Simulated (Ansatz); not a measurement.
C: random displacements

Level of theory: DFT r2SCAN, scalar-relativistic, plane waves, PAW (Ansatz). Settings: plane waves to 500 eV, k-mesh 8×8×8 (Γ-centred), Gaussian smearing 0.05 eV. No spin polarisation. Energies are free energies at this smearing, counted from the undisturbed cell; pressure is positive in compression.

Zero of the scan (relaxed at this level; this bcc form isn't the usual structure):

```xyz
8
Lattice="-2.4291 2.4291 2.4291 2.4291 -2.4291 2.4291 2.4291 2.4291 -2.4291" Properties=species:S:1:pos:R:3 pbc="T T T"
C    -0.7906    0.7906    0.7906
C     1.6385    1.6385    1.6385
C     0.7906   -0.7906    0.7906
C     0.7906    0.7906   -0.7906
C     1.6385   -1.6385    1.6385
C     0.7906    0.7906    0.7906
C    -1.6385    1.6385    1.6385
C     1.6385    1.6385   -1.6385
```

After a displacement of all atoms with no net shift and a strain of the cell, the run gives ΔE = 1299.6 meV/atom; stress (xx, yy, zz, yz, xz, xy; compression positive) (124.48, 166.96, 27.60, 17.22, 13.82, -15.60) GPa.

```csv
atom,Fx (eV/Å),Fy,Fz
C1,-2.065,16.516,1.694
C2,-10.279,-2.961,-1.541
C3,8.620,-4.564,1.703
C4,13.424,17.913,-1.372
C5,-15.727,5.109,-2.044
C6,1.560,-1.290,2.718
C7,10.498,-17.713,-1.587
C8,-6.031,-13.009,0.429
```

Which displacements (Å, in the unstrained cell) and strain were applied?

```tsv
atom	ux	uy	uz
C1	-0.07	-0.17	-0.02
C2	0.11	-0.02	0.06
C3	-0.06	0.07	0.02
C4	-0.09	-0.15	-0.02
C5	0.19	0.04	0.01
C6	-0.07	0.17	-0.04
C7	-0.15	0.05	-0.09
C8	0.13	0.00	0.09
```
Strain (Voigt, engineering shear): (-0.0200, -0.1157, -0.0034, -0.0761, -0.0837, 0.0508).

Cost: 1 run of about 1.2 core-minutes, on Arm Neoverse V2 (shared hosts).